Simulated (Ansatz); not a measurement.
**Structure relaxation of Fe**

These are results of DFT PBE, scalar-relativistic, plane waves, PAW in Ansatz 0.2.0, not measurements.

The start is a database structure of Fe, space group Fm-3m (No. 225).

The final relaxation ran on this input, with the default PAW datasets:

```yaml
crystal:
  lattice:
    - [0.0, 1.8277755852, 1.8277755852]
    - [1.8277755852, 0.0, 1.8277755852]
    - [1.8277755852, 1.8277755852, 0.0]
  atoms:
    - { symbol: Fe, position: [0.0, 0.0, 0.0], spin: 3.01 }
basis:
  ecutwfc: 420
kpoints:
  mp_grid: { grid: [26, 26, 26] }
hamiltonian:
  xc: pbe
scf:
  occupations: { method: gaussian, width: 0.1 }
output:
  forces: true
  stress: true
  eigenvalues: true
  populations: true
magnetization:
  spin_polarized: true
relax:
  adjacent_minimum: "off"
  f_tol: 0.01
  max_steps: 80
  cell: { stress_tol: 0.05 }
```

It can be run as:

```bash
ansatz run input.yaml --threads 1 --pin off --backend cpu --events-out ev --progress --plain --runs-dir out  # memory cap (--max-ram) not shown
```

End of the output:

```
SCF converged after 6 iterations
Magnetization: 2.5698 μB (9.2849 up, 6.7151 down)
Absolute magnetization: 2.6830 μB (∫|ρ↑−ρ↓|, with the PAW one-centre terms)
Spin contamination: 0.0455 ħ² per cell (⟨S²⟩ above its minimum at these occupations)
Per-site moments (μB) at R_I (Å): [(2.615423, 1.060383)]
Free energy (F): -4480.326924 eV
Harris-Foulkes:  -4480.326924 eV  (|F-HF|=1.82e-12)
Internal energy: -4480.321671 eV  (E = F + TS)
E sigma→0 (E₀):  -4480.324297 eV
Entropy (-TS):   -0.005253 eV (-5.253 meV/atom)
Fermi energy:    17.518953 eV
--- Per-component energies (eV) ---
  E_band       = -228.455405
  E_kinetic    = 348.645629
  E_local      = -2134.493303  (includes V_loc(G=0)·N_el)
  E_nonlocal   = 220.521125
  E_hartree    = 894.100390
  E_xc         = -117.220722
  E_vxc        = -150.897724  (∫ρ·V_xc dr)
  E_paw        = -1367.350098  (= ΣΔE_a)
  E_vpaw       = -300.432586  (= ΣTr[D̂ρ^β])
  E_aug_tail   = 0.000755  (compensation charges beyond the density's cutoff)
  E_ewald      = -2324.525447
  E_smearing   = -0.005253  (= −TS)
  E_closure    = 0.000000  (closes the sum)
  Σ components = -4480.326924   (vs F -4480.326924, Δ=0.00e0)
--- Forces (eV/Å), atoms counted from 1 ---
  atom   1  Fe     0.00000000     0.00000000     0.00000000
  max |Σ_I F_I| component: 4.11e-32 eV/Å
--- Stress (GPa, compression-positive) ---
       -0.002912       0.000000       0.000000
        0.000000      -0.002912       0.000000
        0.000000       0.000000      -0.002912
  P = ⅓ Tr σ = -0.0029 GPa (-0.029 kbar)
  k-point 0 ↑: bands = ["-70.7820", "-36.6259", "-36.6259", "-36.6259", "9.0507", "15.0855", "15.0855", "15.0855", "16.0726", "16.0726", "38.7339", "42.9332", "42.9332", "42.9332"]
  k-point 1 ↑: bands = ["-70.7811", "-36.6308", "-36.6266", "-36.6266", "9.1066", "15.0686", "15.1000", "15.1000", "16.0662", "16.0662", "38.6498", "42.1439", "42.8403", "42.8403"]
  k-point 2 ↑: bands = ["-70.7786", "-36.6454", "-36.6286", "-36.6286", "9.2731", "15.0206", "15.1406", "15.1406", "16.0499", "16.0499", "38.2571", "40.8864", "42.6109", "42.6109"]
  k-point 510 ↓: bands = ["-67.6450", "-33.8833", "-33.8570", "-33.7640", "15.3299", "16.0829", "16.4656", "18.8558", "20.0087", "25.5937", "26.6397", "28.4183", "29.3910", "44.8774"]
--- Relaxed structure (4 steps of the walk, 4 accepted, 1 SCFs on fresh bases) ---
  F+E_penalty+E_count = -4480.32692386 eV   max|allowed force component| = 0.000e0 eV/Å   (the final SCF, on the basis selected at the relaxed cell)
  cell:  # Å, volume = 12.0116 Å³
    - [0.000000, 1.817706, 1.817706]
    - [1.817706, 0.000000, 1.817706]
    - [1.817706, 1.817706, 0.000000]
  atoms:
    - { symbol: Fe, position: [0.0, 0.0, 0.0] }
--- Löwdin populations: 1 site ---
  site symbol q [e]    m [muB]
     0     Fe     15.7690     2.6496
  spilling = 0.014438 (of n_electrons = 16.000000)
```

Absolute energies hang on the potentials; compare differences alone.

The result has space group Fm-3m (No. 225). Fe has 12 Fe at 2.57 Å.

It lies 0.16 eV/atom above the element's standard state at the same level.

For metals, differences of a few meV/atom aren't resolved.

Symmetry constrained the relaxation, so the result can be a saddle point.